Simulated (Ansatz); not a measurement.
## Ta$_{4}$N$_{5}$ under pressure: fit and missing row

Ta$_{4}$N$_{5}$, I4/m, a = 6.865 Å, c = 4.264 Å. The structure is a Materials Project entry; whether it is the stable form wasn't checked. Ansatz: r2SCAN, PAW, 500 eV, Γ-centred 10×10×10 mesh on 9 atoms, Gaussian smearing 0.10 eV; no spin polarisation. Cell and atoms are relaxed at each pressure, and no other structure is tried, so the rows at high pressure may lie past a change of phase.

```tsv
V (Å³/atom)	P (GPa)
?	25.00
10.771	12.00
11.025	4.00
11.130	0.99
11.165	0.00
11.201	-1.01
```

Task: Take V0 = 11.165 Å³/atom, fit the third-order Birch–Murnaghan form to the other rows, and predict the missing volume.

Result: With the Eulerian strain f = ½[(V0/V)^(2/3) − 1] and y = P/[3f(1 + 2f)^(5/2)], the form is the line y = B0 + 1.5 B0 (B0′ − 4) f. Rows (f, y): 0.01212, 310.9; 0.00422, 309.4; 0.00105, 312.6; -0.00107, 316.3. Means f = 0.004080, y = 312.30; Σ(Δf)² = 0.0001004, ΣΔfΔy = -0.03317; the slope is their ratio. y = 313.6 − 330.5 f GPa, so B0 = 313.6 GPa and B0′ = 4 + 2 × (-330.5)/(3 × 313.6) = 3.30. P = 25.00 GPa is met at f = 0.02423 (y = 305.59), so V = V0 (1 + 2f)^(−3/2) = 10.400 Å³/atom. The run gave 10.413 Å³/atom, so the fit is 0.013 Å³/atom too low, 1.6 % of the span of the series, against an rms of 0.001 Å³/atom on the fitted rows. The row lies outside the fitted range. A fourth-order term fitted to the same rows gives P = 27.20 GPa at this row's volume (the line 24.51, the run 25.00), no gain. With a term in f² added B0′ becomes 0.47, so this figure hangs on the form.

The cell has an odd number of electrons and ran without spin polarisation, so a magnetic or disproportionated state may lie lower. Spin–orbit coupling is left out, which can shift energies with elements as heavy as these.